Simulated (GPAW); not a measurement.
Crystal: PtSe2 (Sudovikovite).

```
CELL_PARAMETERS angstrom
3.72400 0.00000 0.00000
-1.86200 3.22508 0.00000
0.00000 0.00000 5.06200
ATOMIC_POSITIONS crystal
Pt 0.00000 0.00000 0.00000
Se 0.66667 0.33333 0.75000
Se 0.33333 0.66667 0.25000
```

Base run:

```yaml
Program: GPAW 26.7.0
Functional: mBEEF
Potentials_or_basis: GPAW PAW data sets (gpaw-data 1.2.1)
Cutoff: 600 eV
Basis: pw
k_mesh: 6 × 6 × 4
Occupations: fermi-dirac, width 0.05 eV
Spin: spin-orbit coupling, no magnetisation
```

Its results: pressure 1.8 GPa; largest force 0.249 eV/Å.

After a change of settings the same cell gave: pressure 8.6 GPa; largest force 0.448 eV/Å. Which change was it?
A. functional from mBEEF to M06-L; band points from 80 to 100
B. functional from mBEEF to SCAN; band points from 80 to 60
C. functional from mBEEF to rSCAN
D. functional from mBEEF to revTPSS; band points from 80 to 60

A.

Caveats: spin-orbit coupling was added after a scalar SCF, so levels and gaps hold it while energy, forces, pressure and moments don't; the PAW data sets were made with another functional, which shifts forces and pressure a little.

Not every run made on this cell is shown here.
